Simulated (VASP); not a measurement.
An input for Ansatz (written as the equivalent of a VASP run, and not itself run):

Ansatz 0.2 input:
```yaml
crystal:
  lattice:
    - [2.7173110, 0.0000000, 0.0000000]
    - [-1.3586560, 2.3532610, 0.0000000]
    - [0.0000000, 0.0000000, 8.8957810]
  atoms:
    - { symbol: Be, position: [0.0000000, 0.0000000, 0.0000000] }
    - { symbol: Be, position: [0.0000000, 0.0000000, 0.5000000] }
    - { symbol: Be, position: [0.6666670, 0.3333330, 0.7501800] }
    - { symbol: Be, position: [0.3333330, 0.6666670, 0.2501800] }
    - { symbol: O, position: [0.0000000, 0.0000000, 0.8121600] }
    - { symbol: O, position: [0.0000000, 0.0000000, 0.3121600] }
    - { symbol: O, position: [0.6666670, 0.3333330, 0.5632900] }
    - { symbol: O, position: [0.3333330, 0.6666670, 0.0632900] }
kpoints:
  mp_grid: { grid: [14, 14, 4] }
hamiltonian:
  xc: pbe
  pseudopotentials: { kind: paw }
scf:
  occupations: { method: gaussian, width: 0.2 }
  max_iter: 100
output: { forces: true, stress: true, eigenvalues: true }
```

Task: Write the VASP files for the same calculation (PBE).

Result: This is not unique; one that fits is 
**INCAR**
```
SYSTEM = BeO
PREC = Accurate
ENCUT = 400
EDIFF = 1E-6
NELM = 100
ALGO = Normal
LREAL = .FALSE.
LASPH = .TRUE.
ISMEAR = 0
SIGMA = 0.2
GGA = PE
LWAVE = .FALSE.
LCHARG = .FALSE.
ISIF = 2
```

File KPOINTS:
```
K-points
0
gamma
14 14 4
```

**POSCAR**
```
BeO
2.7173110
  1.0000000000   0.0000000000   0.0000000000
 -0.5000001840   0.8660256408   0.0000000000
  0.0000000000   0.0000000000   3.2737441537
Be O
4 4
Direct
  0.0000000000   0.0000000000   0.0000000000
  0.0000000000   0.0000000000   0.5000000000
  0.6666670000   0.3333330000   0.7501800000
  0.3333330000   0.6666670000   0.2501800000
  0.0000000000   0.0000000000   0.8121600000
  0.0000000000   0.0000000000   0.3121600000
  0.6666670000   0.3333330000   0.5632900000
  0.3333330000   0.6666670000   0.0632900000
```

POTCAR, in this order: Be O (PBE.64 set). Program: vasp_std.

What does not carry over: each code has its own PAW files, so the cut-off isn't converted (ENCUT is set for VASP's; basis.ecutwfc is left out, and Ansatz then takes the one that its files recommend); Ansatz stops its SCF on the density residual and VASP on the energy change (EDIFF).

The structure was generated: BeO was put into an ordered model structure, which need not be its known phase. The cell was not relaxed at this level.
